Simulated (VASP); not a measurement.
# AgCl (F-43m) in VASP: further runs

Runs on AgCl. Level: PBE. Tasks: density of states, electric field gradients.

Everything below comes from runs of VASP 6.6.1. Logs are shortened: lines on timing, memory, paths and dates and some standing lists are left out, and cuts for length are marked.

## (1) The structure

Symmetry: F-43m, No. 216, cubic system. The conventional cell has a = 6.059 Å, b = 6.059 Å, c = 6.059 Å, α = 90.00°, β = 90.00°, γ = 90.00°. Ag (site symmetry -43m) is surrounded by 4 Cl at 2.62 Å. Cl (site symmetry -43m) has 4 Ag at 2.62 Å as nearest neighbours.

Measurements of this composition are mostly on another form, of space group No. 225.

## (2) Density of states, PBE

The input, POSCAR:

```
AgCl
1.0
    0.0000000000      3.0295479172      3.0295479172
    3.0295479172      0.0000000000      3.0295479172
    3.0295479172      3.0295479172      0.0000000000
Ag Cl
1 1
Direct
    0.0000000000      0.0000000000      0.0000000000
    0.2500000000      0.2500000000      0.2500000000
```

The input, INCAR.step1:

```
ALGO = Normal
EDIFF = 1E-6
ENCUT = 520
GGA = PE
ISIF = 2
ISMEAR = -1
LASPH = T
LCHARG = T
LMAXMIX = 4
LREAL = F
LWAVE = F
NBANDS = 16
NELM = 100
PREC = Accurate
SIGMA = 0.03
```

The input, KPOINTS.step1:

```
k-points
0
Gamma
  11 11 11
```

The input, INCAR.step2:

```
ALGO = Normal
EDIFF = 1E-6
ENCUT = 520
GGA = PE
ICHARG = 11
ISIF = 2
ISMEAR = -5
LASPH = T
LCHARG = F
LMAXMIX = 4
LORBIT = 11
LREAL = F
LWAVE = F
NEDOS = 2001
NELM = 100
PREC = Accurate
SIGMA = 0.03
```

The input, KPOINTS.step2:

```
k-points
0
Gamma
  17 17 17
```

Potentials or basis: VASP PAW PBE potentials, release 64 (Ag, Cl).

Run with:

```bash
$ cat potpaw_PBE.64/Ag/POTCAR potpaw_PBE.64/Cl/POTCAR > POTCAR
$ cp INCAR.step1 INCAR
$ cp KPOINTS.step1 KPOINTS
$ mpirun -np 1 vasp_std > vasp.out
$ cp INCAR.step2 INCAR
$ cp KPOINTS.step2 KPOINTS
$ mpirun -np 1 vasp_std > vasp.out
```

OUTCAR:

```text
EDIFF = 1E-6
   ENCUT = 520
   GGA = PE
   ICHARG = 11
   ISIF = 2
   ISMEAR = -5
   LASPH = T
   LORBIT = 11
   LREAL = F
   NELM = 100
   PREC = Accurate

 ion  position               nearest neighbor table
   1  0.000  0.000  0.000-   2 2.62   2 2.62   2 2.62   2 2.62
   2  0.250  0.250  0.250-   1 2.62   1 2.62   1 2.62   1 2.62

  LATTYP: Found a face centered cubic cell.
 ALAT       =     6.0590958344

  Lattice vectors:

 A1 = (   0.0000000000,   3.0295479172,   3.0295479172)
 A2 = (   3.0295479172,   0.0000000000,   3.0295479172)
 A3 = (   3.0295479172,   3.0295479172,   0.0000000000)

Analysis of symmetry for initial positions (statically):
=====================================================================
 Subroutine PRICEL returns:
 Original cell was already a primitive cell.

 Routine SETGRP: Setting up the symmetry group for a
 face centered cubic supercell.

 Subroutine GETGRP returns: Found 24 space group operations
 (whereof 24 operations were pure point group operations)
 out of a pool of 48 trial point group operations.

The static configuration has the point symmetry T_d .

Analysis of symmetry for dynamics (positions and initial velocities):
=====================================================================
 Subroutine PRICEL returns:
 Original cell was already a primitive cell.

 Routine SETGRP: Setting up the symmetry group for a
 face centered cubic supercell.

 Subroutine GETGRP returns: Found 24 space group operations
 (whereof 24 operations were pure point group operations)
 out of a pool of 48 trial point group operations.

The dynamic configuration has the point symmetry T_d .

 Subroutine INISYM returns: Found 24 space group operations
 (whereof 24 operations are pure point group operations),
 and found     1 'primitive' translations

----------------------------------------------------------------------------------------

                                     Primitive cell

  volume of cell :      55.6114

  direct lattice vectors                    reciprocal lattice vectors
     0.000000000  3.029547917  3.029547917    -0.165041126  0.165041126  0.165041126
     3.029547917  0.000000000  3.029547917     0.165041126 -0.165041126  0.165041126
     3.029547917  3.029547917  0.000000000     0.165041126  0.165041126 -0.165041126

  length of vectors
     4.284427752  4.284427752  4.284427752     0.285859616  0.285859616  0.285859616

  position of ions in fractional coordinates (direct lattice)
     0.000000000  0.000000000  0.000000000
     0.250000000  0.250000000  0.250000000

  ion indices of the primitive-cell ions
   primitive index   ion index
                 1           1
                 2           2

----------------------------------------------------------------------------------------

 KPOINTS: k-points

Automatic generation of k-mesh.
 Grid dimensions read from file:
 generate k-points for:   17   17   17

 Generating k-lattice:

  Cartesian coordinates                     Fractional coordinates (reciprocal lattice)
    -0.009708302  0.009708302  0.009708302     0.058823529  0.000000000  0.000000000
     0.009708302 -0.009708302  0.009708302     0.000000000  0.058823529  0.000000000
     0.009708302  0.009708302 -0.009708302     0.000000000  0.000000000  0.058823529

  Length of vectors
     0.016815272  0.016815272  0.016815272

  Shift w.r.t. Gamma in fractional coordinates (k-lattice)
     0.000000000  0.000000000  0.000000000

 TETIRR: Found    693 inequivalent tetrahedra from    29478

 Subroutine IBZKPT returns following result:
 ===========================================

 Found    165 irreducible k-points:

 Following reciprocal coordinates:
            Coordinates               Weight
  0.000000  0.000000  0.000000      1.000000
  0.058824  0.000000  0.000000      8.000000
  0.117647  0.000000  0.000000      8.000000
  0.176471  0.000000  0.000000      8.000000
  0.235294  0.000000  0.000000      8.000000
  0.294118  0.000000  0.000000      8.000000
[... 16 lines left out ...]
 -0.176471  0.058824  0.000000     24.000000
 -0.117647  0.058824  0.000000     24.000000
 [... further k-points ...]
   k-points           NKPTS =    165   k-points in BZ     NKDIM =    165   number of bands    NBANDS=     13
   number of dos      NEDOS =   2001   number of ions     NIONS =      2
   total plane-waves  NPLWV =  32768
   dimension x,y,z NGX =    32 NGY =   32 NGZ =   32
   dimension x,y,z NGXF=    64 NGYF=   64 NGZF=   64
   ions per type =               1   1
   NGX,Y,Z   is equivalent  to a cutoff of  12.42, 12.42, 12.42 a.u.
   NGXF,Y,Z  is equivalent  to a cutoff of  24.83, 24.83, 24.83 a.u.
 SYSTEM =  unknown system
   PREC   = accura    normal or accurate (medium, high low for compatibility)
   ISTART =      0    job   : 0-new  1-cont  2-samecut
   ICHARG =     11    charge: 1-file 2-atom 10-const
   ISPIN  =      1    spin polarized calculation?
   LNONCOLLINEAR =      F non collinear calculations
   LSORBIT =      F    spin-orbit coupling
   LASPH  =      T    aspherical Exc in radial PAW
   ENCUT  =  520.0 eV  38.22 Ry    6.18 a.u.   7.97  7.97  7.97*2*pi/ulx,y,z
   NELM   =    100;   NELMIN=  2; NELMDL=  0     # of ELM steps
   EDIFF  = 0.1E-05   stopping-criterion for ELM
   LREAL  =      F    real-space projection
   EDIFFG = 0.1E-04   stopping-criterion for IOM
   NSW    =      0    number of steps for IOM
   IBRION =     -1    ionic relax: 0-MD 1-quasi-New 2-CG
   NFREE  =      0    steps in history (QN), initial steepest desc. (CG)
   ISIF   =      2    stress and relaxation
   ISYM   =      2    0-nonsym 1-usesym 2-fastsym
   POTIM  = 0.5000    time-step for ionic-motion
   TEBEG  =    0.0;   TEEND  =   0.0 temperature during run
   PSTRESS=    0.0 pullay stress
   NELECT =      18.0000    total number of electrons
   NUPDOWN=      -1.0000    fix difference up-down
   EMIN   =  10.00;   EMAX   =-10.00  energy-range for DOS
   EFERMI =   0.00;   METHOD = LEGACY
   ISMEAR =    -5;   SIGMA  =   0.03  broadening in eV -4-tet -1-fermi 0-gaus
   EFERMI_NEDOS =   21; number of points for ismear=-14 and -15
   IALGO  =     38    algorithm
   IMIX   =      4    mixing-type and parameters
     AMIX     =   0.40;   BMIX     =  1.00
     AMIX_MAG =   1.60;   BMIX_MAG =  1.00
  volume/ion in A,a.u.               =      27.81       187.64
  Fermi-wavevector in a.u.,A,eV,Ry     =   1.124030  2.124108 17.190187  1.263443
  Thomas-Fermi vector in A             =   2.260699
   LORBIT       =     11    0 simple, 1 ext, 2 COOP (PROOUT), +10 PAW based schemes
   GGA     = PE    functional components
   LHFCALC =     F    Hartree Fock is set to
   AEXX    =    0.0000 exact exchange contribution
   IVDW    =     0    specifies the selected vdW correction
   LEPSILON=     F    determine dielectric tensor
   LRPA    =     F    only Hartree local field effects (RPA)
 non-spin polarized calculation
 Fermi weights with tetrahedron method with Bloechl corrections
  energy-cutoff  :      520.00
  volume of cell :       55.61
 maximum number of plane-waves:      1516

 number of electron      17.9999995 magnetization

 Free energy of the ion-electron system (eV)
  ---------------------------------------------------
  ext. energy  EPLUGINS =         0.00000000
  ---------------------------------------------------
  free energy    TOTEN  =        -5.45319531 eV

  energy without entropy =       -5.45319531  energy(sigma->0) =       -5.45319531

 E-fermi :   1.4097     XC(G=0):  -8.3699

 val. band max:        1.3988045004   @ k =   0.0000   0.0000   0.0000
 cond. band min:       2.6924610432   @ k =   0.0000   0.0000   0.0000
 fundamental gap:      1.2936565428
 Fermi energy:         1.4097470592

 k-point     1 :       0.0000    0.0000    0.0000
  band No.  band energies     occupation
      1     -13.2648      2.00000
      2      -2.4817      2.00000
      3      -2.4817      2.00000
      4      -2.4817      2.00000
      5      -0.6154      2.00000
      6      -0.6154      2.00000
      7       1.3988      2.00000
      8       1.3988      2.00000
      9       1.3988      2.00000
     10       2.6925      0.00000
     11       9.5166      0.00000
     12       9.5166      0.00000
     13       9.5166      0.00000

 k-point     2 :       0.0588    0.0000    0.0000
  band No.  band energies     occupation
      1     -13.2594      2.00000
      2      -2.4914      2.00000
      3      -2.4752      2.00000
      4      -2.4752      2.00000
      5      -0.6166      2.00000
      6      -0.6166      2.00000
      7       1.2949      2.00000
      8       1.3829      2.00000
      9       1.3829      2.00000
     10       2.8220      0.00000
     11       9.3921      0.00000
     12       9.5491      0.00000
     13       9.5491      0.00000

 k-point     3 :       0.1176    0.0000    0.0000
  band No.  band energies     occupation
      1     -13.2440      2.00000
      2      -2.5162      2.00000
      3      -2.4564      2.00000
      4      -2.4564      2.00000
      5      -0.6190      2.00000
      6      -0.6190      2.00000
      7       1.0522      2.00000
      8       1.3369      2.00000
      9       1.3369      2.00000
     10       3.1375      0.00000
     11       9.0891      0.00000
     12       9.6366      0.00000
     13       9.6366      0.00000
[... 305 lines left out ...]
 k-point    23 :      -0.1765    0.0588    0.0000
  band No.  band energies     occupation
      1     -13.2073      2.00000
      2      -2.5617      2.00000
      3      -2.4178      2.00000
      4      -2.4046      2.00000
      5      -0.6362      2.00000
      6      -0.6034      2.00000
      7       0.6396      2.00000
      8       1.1384      2.00000
      9       1.2669      2.00000
     10       3.7628      0.00000
     11       8.5978      0.00000
     12       9.7298      0.00000
     13       9.8206      0.00000

 k-point    24 :      -0.1176    0.0588    0.0000
  band No.  band energies     occupation
      1     -13.2325      2.00000
      2      -2.5352      2.00000
      3      -2.4469      2.00000
      4      -2.4350      2.00000
      5      -0.6321      2.00000
      6      -0.6086      2.00000
      7       0.9320      2.00000
      8       1.2330      2.00000
      9       1.3348      2.00000
     10       3.3484      0.00000
     11       8.9191      0.00000
     12       9.6630      0.00000
     13       9.7024      0.00000

 [... further k-points ...]

------------------------ aborting loop because EDIFF is reached ----------------------------------------

  FORCE on cell =-STRESS in cart. coord.  units (eV):
  Direction    XX          YY          ZZ          XY          YZ          ZX
  --------------------------------------------------------------------------------------
  -------------------------------------------------------------------------------------
  Total       -0.0357456     -0.0357456     -0.0357456     -0.0000000      0.0000000      0.0000000
  in kB       -1.0298390     -1.0298390     -1.0298390     -0.0000000      0.0000000      0.0000000
  external PRESSURE =      -1.0298390 kB  Pullay stress =       0.0000000 kB

 VOLUME and BASIS-vectors are now :
 -----------------------------------------------------------------------------
  energy-cutoff  :      520.00
  volume of cell :       55.61
      direct lattice vectors                 reciprocal lattice vectors
     0.000000000  3.029547917  3.029547917    -0.165041126  0.165041126  0.165041126
     3.029547917  0.000000000  3.029547917     0.165041126 -0.165041126  0.165041126
     3.029547917  3.029547917  0.000000000     0.165041126  0.165041126 -0.165041126

 POSITION                                       TOTAL-FORCE (eV/Angst)
 -----------------------------------------------------------------------------------
      0.00000      0.00000      0.00000        -0.000000     -0.000000     -0.000000
      1.51477      1.51477      1.51477         0.000000      0.000000      0.000000
 -----------------------------------------------------------------------------------
    total drift:                               -0.000000     -0.000000     -0.000000

  FREE ENERGIE OF THE ION-ELECTRON SYSTEM (eV)
  ---------------------------------------------------
  free  energy   TOTEN  =        -5.4531953117 eV

  energy  without entropy=       -5.4531953117  energy(sigma->0) =       -5.45319531

 total charge

# of ion       s       p       d       tot
------------------------------------------
    1        0.217   0.165   9.359   9.740
    2        1.593   3.483   0.000   5.076
--------------------------------------------------
tot          1.810   3.648   9.359  14.816
```

Run time: 96 s. Hardware: 1 thread of AMD EPYC 7R13 (Zen 3), shared host; peak memory 0.23 GiB.

Results:

| Item | Value |
| --- | --- |
| Valence electrons inside the program's atomic spheres | Ag 9.74; Cl 5.08 |

States per cell in windows of 1 eV (zero at the valence-band top; states under -8 eV left out):
```csv
from (eV),total,Ag1_d,Cl2_p,Ag1_s,Ag1_p,Cl2_s,Cl2_d
-8.0,0.00,0.00,0.00,0.00,0.00,0.00,0.00
-7.0,0.00,0.00,0.00,0.00,0.00,0.00,0.00
-6.0,0.00,0.00,0.00,0.00,0.00,0.00,0.00
-5.0,0.62,0.12,0.24,0.04,0.00,0.00,0.00
-4.0,5.43,1.51,2.16,0.12,0.08,0.00,0.00
-3.0,1.97,1.79,0.01,0.00,0.00,0.00,0.00
-2.0,4.81,3.99,0.29,0.03,0.03,0.02,0.00
-1.0,3.18,1.88,0.80,0.01,0.05,0.01,0.00
0.0,0.00,0.00,0.00,0.00,0.00,0.00,0.00
1.0,0.03,0.00,0.00,0.01,0.00,0.00,0.00
2.0,0.20,0.00,0.03,0.05,0.00,0.02,0.00
3.0,0.54,0.00,0.07,0.15,0.01,0.03,0.00
4.0,0.90,0.01,0.13,0.26,0.03,0.03,0.00
5.0,0.69,0.02,0.09,0.17,0.04,0.01,0.00
6.0,1.50,0.06,0.17,0.10,0.16,0.01,0.00
7.0,1.09,0.03,0.07,0.04,0.15,0.02,0.00
```

(Part 1 of 2 ends here.)
